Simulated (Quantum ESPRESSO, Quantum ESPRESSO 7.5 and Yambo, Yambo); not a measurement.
# Quasiparticle gap of AgBr (Fm-3m) in Yambo

How does a plane-wave GW calculation on AgBr (Fm-3m) run from the first input to the gap?

Calculated with Quantum ESPRESSO 7.5 and Yambo 5.3.0; PBE and many-body steps on it, plane waves.

Most raw output is cut from this account.

The database entry behind the starting cell differs from later determinations by our own check (about 0.6 % short of the room-temperature cell), so it need not match the best structure at ambient conditions.

**1. The structure**

It takes space group Fm-3m (No. 225, cubic). The conventional cell has a = 5.740 Å, b = 5.740 Å, c = 5.740 Å, α = 90.00°, β = 90.00°, γ = 90.00°. Nearest to Ag lie 6 Br at 2.87 Å. Nearest to Br lie 6 Ag at 2.87 Å. Farther neighbours and most contacts between anions are not listed.

The cell and positions come from the Crystallography Open Database and are kept as given unless a step says otherwise.

**2. Ground state**

This step: Quantum ESPRESSO 7.5; DFT, PBE with spin-orbit coupling, plane waves, norm-conserving pseudopotentials.

The ground-state density comes first.

Contents of pw.in:

```
&control
  calculation = 'scf'
  prefix = 'x'
  outdir = 'o'
  pseudo_dir = 'pseudo'
/
&system
  ibrav = 0
  nat = 2
  ntyp = 2
  ecutwfc = 76.0
  nbnd = 46
  force_symmorphic = .true.
  noncolin = .true.
  lspinorb = .true.
/
&electrons
  conv_thr = 1e-10
  electron_maxstep = 80
  mixing_beta = 0.5
/
ATOMIC_SPECIES
  Ag 107.87 Ag.upf
  Br 79.904 Br.upf
CELL_PARAMETERS angstrom
  -0.0000000000 2.8701500000 2.8701500000
  2.8701500000 0.0000000000 2.8701500000
  2.8701500000 2.8701500000 0.0000000000
ATOMIC_POSITIONS crystal
  Ag 0.0000000000 0.0000000000 0.0000000000
  Br 0.5000000000 0.5000000000 0.5000000000
K_POINTS automatic
  6 6 6 0 0 0
```

Launch:

```console
OMP_NUM_THREADS=1 mpirun -n 4 pw.x -nk 4 -in pw.in > pw.out
```

Wall time 28 s (4 MPI ranks of Arm Neoverse V1, shared host); peak memory 0.49 GiB; 1.9 min of CPU time.

Numbers from this step:

```yaml
total_energy: -7901.6057 eV
gap: 0.5878 eV
k_of_the_valence_top: 0, 0, -0.5
k_of_the_conduction_bottom: 0, 0, 0
least_direct_gap: 2.426 eV
```

The gap is indirect, with the least direct gap 1.84 eV higher.

**3. Bands along the symmetry lines**

The cheap functional maps the bands first; the places of the edges decide which points the dearer methods must see.

Contents of pw.in:

```
&control
  calculation = 'bands'
  prefix = 'x'
  outdir = 'o'
  pseudo_dir = 'pseudo'
/
&system
  ibrav = 0
  nat = 2
  ntyp = 2
  ecutwfc = 76.0
  nbnd = 48
  force_symmorphic = .true.
  noncolin = .true.
  lspinorb = .true.
/
&electrons
  conv_thr = 1e-9
  electron_maxstep = 80
  diago_full_acc = .true.
  diago_thr_init = 5e-6
/
ATOMIC_SPECIES
  Ag 107.87 Ag.upf
  Br 79.904 Br.upf
CELL_PARAMETERS angstrom
  -0.0000000000 2.8701500000 2.8701500000
  2.8701500000 0.0000000000 2.8701500000
  2.8701500000 2.8701500000 0.0000000000
ATOMIC_POSITIONS crystal
  Ag 0.0000000000 0.0000000000 0.0000000000
  Br 0.5000000000 0.5000000000 0.5000000000
K_POINTS crystal
  50
  0.00000000 0.00000000 0.00000000 1
  0.06250000 0.00000000 0.06250000 1
  0.12500000 0.00000000 0.12500000 1
  0.18750000 0.00000000 0.18750000 1
  0.25000000 0.00000000 0.25000000 1
  0.31250000 0.00000000 0.31250000 1
  0.37500000 0.00000000 0.37500000 1
  0.43750000 0.00000000 0.43750000 1
  0.50000000 0.00000000 0.50000000 1
  0.51562500 0.03125000 0.51562500 1
  0.53125000 0.06250000 0.53125000 1
  0.54687500 0.09375000 0.54687500 1
  0.56250000 0.12500000 0.56250000 1
  0.57812500 0.15625000 0.57812500 1
  0.59375000 0.18750000 0.59375000 1
  0.60937500 0.21875000 0.60937500 1
  0.62500000 0.25000000 0.62500000 1
  0.37500000 0.37500000 0.75000000 1
  0.32812500 0.32812500 0.65625000 1
  0.28125000 0.28125000 0.56250000 1
  0.23437500 0.23437500 0.46875000 1
  0.18750000 0.18750000 0.37500000 1
  0.14062500 0.14062500 0.28125000 1
  0.09375000 0.09375000 0.18750000 1
  0.04687500 0.04687500 0.09375000 1
  0.00000000 0.00000000 0.00000000 1
  0.06250000 0.06250000 0.06250000 1
  0.12500000 0.12500000 0.12500000 1
  0.18750000 0.18750000 0.18750000 1
  0.25000000 0.25000000 0.25000000 1
  0.31250000 0.31250000 0.31250000 1
  0.37500000 0.37500000 0.37500000 1
  0.43750000 0.43750000 0.43750000 1
  0.50000000 0.50000000 0.50000000 1
  0.50000000 0.46875000 0.53125000 1
  0.50000000 0.43750000 0.56250000 1
  0.50000000 0.40625000 0.59375000 1
  0.50000000 0.37500000 0.62500000 1
  0.50000000 0.34375000 0.65625000 1
  0.50000000 0.31250000 0.68750000 1
  0.50000000 0.28125000 0.71875000 1
  0.50000000 0.25000000 0.75000000 1
  0.50000000 0.21875000 0.71875000 1
  0.50000000 0.18750000 0.68750000 1
  0.50000000 0.15625000 0.65625000 1
  0.50000000 0.12500000 0.62500000 1
  0.50000000 0.09375000 0.59375000 1
  0.50000000 0.06250000 0.56250000 1
  0.50000000 0.03125000 0.53125000 1
  0.50000000 0.00000000 0.50000000 1
```

Wall time 25 s (4 MPI ranks); peak memory 0.36 GiB.

Numbers from this step:

| Quantity | Value |
| --- | --- |
| gap | 0.5878 eV |
| k of the valence top | 0.5, 0.5, 0.5 |
| k of the conduction bottom | 0, 0, 0 |
| least direct gap | 2.426 eV |

The gap is 0.588 eV, as in the run before at this level.

Electronic bands along the path, in eV, zero at the top of the highest filled band:

| point | band 33 | band 34 | band 35 | band 36 | band 37 | band 38 | band 39 | band 40 |
| --- | --- | --- | --- | --- | --- | --- | --- | --- |
| Γ | -1.84 | -1.84 | -1.84 | -1.84 | 0.59 | 0.59 | 9.81 | 9.81 |
| halfway | -1.78 | -1.78 | -1.68 | -1.68 | 3.20 | 3.20 | 6.60 | 6.60 |
| X | -2.29 | -2.29 | -2.18 | -2.18 | 1.52 | 1.52 | 6.98 | 6.98 |
| halfway | -2.09 | -2.09 | -2.02 | -2.02 | 1.93 | 1.93 | 6.98 | 6.98 |
| U | -2.01 | -2.01 | -1.27 | -1.27 | 2.88 | 2.88 | 6.74 | 6.74 |
| jump to K | -2.01 | -2.01 | -1.27 | -1.27 | 2.88 | 2.88 | 6.74 | 6.74 |
| halfway | -1.84 | -1.84 | -0.28 | -0.28 | 3.70 | 3.70 | 6.38 | 6.38 |
| Γ | -1.84 | -1.84 | -1.84 | -1.84 | 0.59 | 0.59 | 9.81 | 9.81 |
| halfway | -0.92 | -0.92 | -0.76 | -0.76 | 2.79 | 2.79 | 7.06 | 7.06 |
| L | -0.14 | -0.14 | 0.00 | 0.00 | 3.64 | 3.64 | 6.51 | 6.51 |
| halfway | -1.26 | -1.26 | -0.68 | -0.68 | 4.41 | 4.41 | 5.16 | 5.16 |
| W | -2.18 | -2.18 | -1.58 | -1.58 | 3.70 | 3.70 | 7.04 | 7.04 |
| halfway | -2.24 | -2.24 | -1.81 | -1.81 | 2.37 | 2.37 | 7.07 | 7.07 |
| X | -2.29 | -2.29 | -2.18 | -2.18 | 1.52 | 1.52 | 6.98 | 6.98 |

**4. Empty states on the mesh, 4×4×4 mesh, 490 bands**

The sums over transitions need many empty states on a uniform mesh; this step solves for them.

Contents of pw.in:

```
&control
  calculation = 'nscf'
  prefix = 'x'
  outdir = 'o'
  pseudo_dir = 'pseudo'
/
&system
  ibrav = 0
  nat = 2
  ntyp = 2
  ecutwfc = 76.0
  nbnd = 490
  force_symmorphic = .true.
  noncolin = .true.
  lspinorb = .true.
/
&electrons
  conv_thr = 1e-9
  electron_maxstep = 80
  diago_full_acc = .true.
  diago_thr_init = 5e-6
/
ATOMIC_SPECIES
  Ag 107.87 Ag.upf
  Br 79.904 Br.upf
CELL_PARAMETERS angstrom
  -0.0000000000 2.8701500000 2.8701500000
  2.8701500000 0.0000000000 2.8701500000
  2.8701500000 2.8701500000 0.0000000000
ATOMIC_POSITIONS crystal
  Ag 0.0000000000 0.0000000000 0.0000000000
  Br 0.5000000000 0.5000000000 0.5000000000
K_POINTS automatic
  4 4 4 0 0 0
```

It took 2.2 min on 4 MPI ranks; peak memory 1.5 GiB; 8.6 min of CPU time.

This step gave:

| Property | Result |
| --- | --- |
| gap | 0.5878 eV |
| k of the valence top | 0, 0, -0.5 |
| k of the conduction bottom | 0, 0, 0 |
| least direct gap | 2.426 eV |
| k points computed | 8 |
| lowest point of the top converged band, above the valence top | 154.3259 eV |

On this mesh the gap is 0.588 eV.

**5. Conversion and set-up**

This step: Yambo 5.3.0; conversion and set-up on PBE with spin-orbit coupling, plane waves, norm-conserving pseudopotentials.

The states are converted to the many-body program's format and the q mesh is built.

Launch:

```console
(cd o/x.save; p2y > p2y.log; mv SAVE ../..); yambo > setup.log
```

The job ended after 3.2 s (1 MPI rank; peak memory 0.25 GiB).

**6. Screening and self-energy, 4×4×4 mesh, 490 bands, screening to 231.3 eV**

G0W0 replaces the xc potential by the self-energy, built once from these orbitals. Only a window of levels is corrected, while the sums run over the empty bands that the input names.

This step: G0W0 on PBE with spin-orbit coupling, plane waves, norm-conserving pseudopotentials.

Contents of gw4.in:

```
HF_and_locXC
gw0
dyson
ppa
em1d
rim_cut
RandQpts= 1000000
RandGvec= 1 RL
EXXRLvcs= 76 Ry
VXCRLvcs= 304 Ry
Chimod= "HARTREE"
% BndsRnXp
 1 | 490 |
%
NGsBlkXp= 17 Ry
% LongDrXp
 1 | 1 | 1 |
%
% GbndRnge
 1 | 490 |
%
DysSolver= "n"
ExtendOut
PPAPntXp= 27.21138 eV
% QPkrange
 3 | 3 | 33 | 40 |
 1 | 1 | 33 | 40 |
%
```

Launch:

```console
OMP_NUM_THREADS=1 mpirun -n 4 yambo -F gw4.in -J gw4 -C gw4 > gw4.log
```

Wall time 28 min (4 MPI ranks); peak memory 4.5 GiB; 1.9 h of CPU time.

Numbers from this step:

```
G0W0 gap on the points computed              : 1.998 eV
starting gap on the mesh                     : 0.5878 eV
k of the valence top                         : 0, 0, -0.5
k of the conduction bottom                   : 0, 0, 0
least direct G0W0 gap on the computed points : 4.321 eV
Z at the valence top                         : 0.8024
Z at the conduction bottom                   : 0.8275
```

The gap on the mesh goes from 0.59 eV to 2.00 eV, a correction of +1.41 eV.

Limits: finite bands, cutoff and mesh; d shell near the gap, gap tends to lie low; coarse k mesh. v1 is the top filled band, c1 the lowest empty one. The levels before and after the correction (eV, zero at the valence-band top of each column):

|  | conduction bottom | valence top |
| --- | --- | --- |
| Kohn-Sham | 0.59 | 0.00 |
| G0W0 | 2.00 | 0.00 |

|  | level | energy (eV) |
| --- | --- | --- |
| Kohn-Sham | Γ v3-v1 | -1.838 |
| Kohn-Sham | Γ c1-c2 | 0.588 |
| Kohn-Sham | Γ c3 | 9.814 |
| Kohn-Sham | (0 0 -0.5) v3 | -0.145 |
| Kohn-Sham | (0 0 -0.5) v2-v1 | 0.000 |
| Kohn-Sham | (0 0 -0.5) c1-c2 | 3.644 |
| Kohn-Sham | (0 0 -0.5) c3 | 6.512 |
| G0W0 | Γ v3-v1 | -2.323 |
| G0W0 | Γ c1-c2 | 1.998 |
| G0W0 | Γ c3 | 11.813 |
| G0W0 | (0 0 -0.5) v3 | -0.120 |
| G0W0 | (0 0 -0.5) v2-v1 | 0.000 |
| G0W0 | (0 0 -0.5) c1-c2 | 5.080 |
| G0W0 | (0 0 -0.5) c3 | 7.989 |

**7. Where the time went**

Times are wall times on the hardware named with each run, good to a factor of about two.

| step | time | share | memory (GiB) |
| --- | --- | --- | --- |
| ground state | 28 s | 1 % | 0.49 |
| bands along the symmetry lines | 25 s | 1 % | 0.36 |
| empty states on the mesh | 2.2 min | 7 % | 1.5 |
| conversion and set-up | 3.2 s | 0 % | 0.25 |
| screening and self-energy | 28 min | 90 % | 4.5 |

**8. Outcome**

```json
{
  "PBE gap": "0.59 eV, indirect",
  "G0W0 gap on the mesh": "2.00 eV",
  "GW settings": "4×4×4 mesh, 490 bands, screening to 231.3 eV, Godby-Needs plasmon pole",
  "known limits": "not at the basis limit; d shell near the gap, gap tends to lie low; coarse k mesh"
}
```

What this shows: G0W0 moves the gap on the mesh from 0.59 eV to 2.00 eV (+1.41 eV), with Z of 0.80 and 0.83 at the edges. Only 2 of the mesh's irreducible points were corrected, so a valley elsewhere could overtake. The dearest step here is «screening and self-energy». Bands and cutoff are finite, so the gap is not at the basis limit. The miss can reach some tenths of an eV and take either sign; the mesh is an error of its own. In the G0W0 run levels were corrected at 2 k points alone, so a gap called «on the mesh» is the least over those, and an edge elsewhere would be missed. The 4×4×4 mesh is coarse for this cell, which bears on the long-range parts of exchange and screening. A d shell, filled or nearly so, lies near the gap. One-shot GW converges very slowly in bands there, not always from below, and on a semilocal start the gap tends to come out low; starts rich in exact exchange can overshoot instead.

[Paths, hosts, dates, memory and timing lines, banners, echoed tables and standing remarks are left out of the program output.]

[Logs are printed without paths, hosts, clocks, repeated set-up lines and the standing remarks that a program may print on its own settings, such as how far it seeks lower states.]

[Runs of the session that timed out or met a known fault of the program may be left out.]

[Hosts, paths, dates, database ids (printed as entryN), source tags and the programs' standing remarks are cut or masked in the printed files.]
